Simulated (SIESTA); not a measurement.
MgB2:

```xyz
3
Lattice="3.0850 0.0000 0.0000 -1.5425 2.6717 0.0000 0.0000 0.0000 3.5230" Properties=species:S:1:pos:R:3 pbc="T T T"
Mg    0.0000    0.0000    0.0000
B     1.5425    0.8906    1.7615
B     0.0000    1.7811    1.7615
```

Base run:

| Quantity | Value |
| --- | --- |
| Program | SIESTA 5.4.2 |
| Functional | PBE |
| Potentials or basis | PseudoDojo 0.4 standard (PBE files) |
| Basis | TZDP (energy shift 0.003 Ry; two zetas on semicore shells) |
| Grid cutoff | 800 Ry |
| Energy shift | 0.003 Ry |
| k mesh | 10 × 10 × 8 |
| Occupations | fermi-dirac, width 0.05 eV |
| Spin | no spin polarisation |

Its results: band gap on the k mesh none (metal or under the smearing width); pressure 0.6 GPa.

**Question.** The run is repeated on the same cell with these changes: basis from TZDP (energy shift 0.003 Ry; two zetas on semicore shells) to DZP (energy shift 0.003 Ry; two zetas on semicore shells). What comes out?

**Answer.** Band gap on the k mesh none (metal or under the smearing width); pressure 4.1 GPa.

Caveats: the basis of atomic orbitals isn't converged, which shifts pressures, moduli and gaps.
